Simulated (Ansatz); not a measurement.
## Property card for MnSn2

Theory: Ansatz 0.2.0, DFT PBEsol, scalar-relativistic, plane waves, PAW.

Plane waves to 420 eV, a k mesh through Γ of 8×8×8 on the computed 6-atom cell and Gaussian smearing (0.10 eV); collinear spin from starting moments 2.44 2.44 0 0 0 0 μB.

The structure is relaxed at this level of theory with its symmetry kept. Whether it is the stable form of this composition wasn't checked.

```cif
data_structure
_symmetry_space_group_name_H-M 'I4/mcm'
_symmetry_Int_Tables_number 140
_cell_length_a 6.5061
_cell_length_b 6.5061
_cell_length_c 5.3189
_cell_angle_alpha 90.000
_cell_angle_beta 90.000
_cell_angle_gamma 90.000
_cell_volume 225.14
loop_
_atom_site_label
_atom_site_type_symbol
_atom_site_symmetry_multiplicity
_atom_site_Wyckoff_symbol
_atom_site_fract_x
_atom_site_fract_y
_atom_site_fract_z
_atom_site_occupancy
Mn1 Mn 4 a 0.00000 0.00000 0.75000 1
Sn1 Sn 8 h 0.66448 0.16448 0.00000 1
```

Problem. Formation energy from the elements' standard states (uncorrected)?

Solution. +0.001 eV/atom.

Problem. Density of states at the Fermi level?

Solution. 3.19 states/eV per cell.

Problem. Löwdin character within 0.5 eV of the Fermi level?

Solution. Mn 3d 63 %, Sn 5p 27 %.

Problem. Bulk modulus?

Solution. 94 GPa.

Problem. Its pressure derivative?

Solution. 5.8.

Problem. Bader charges (e)?

Solution. Mn (2 in the cell) 0.02, Sn (4 in the cell) -0.01.

Problem. Total moment?

Solution. 4.11 μB per cell.

Problem. Site moments (μB; atoms counted from 1 over the whole cell)?

Solution. Mn (atom 1) 2.22, Mn (atom 2) 2.22, Sn (atom 3) -0.06, Sn (atom 4) -0.06, Sn (atom 5) -0.06, Sn (atom 6) -0.06.

Only this magnetic start was tried.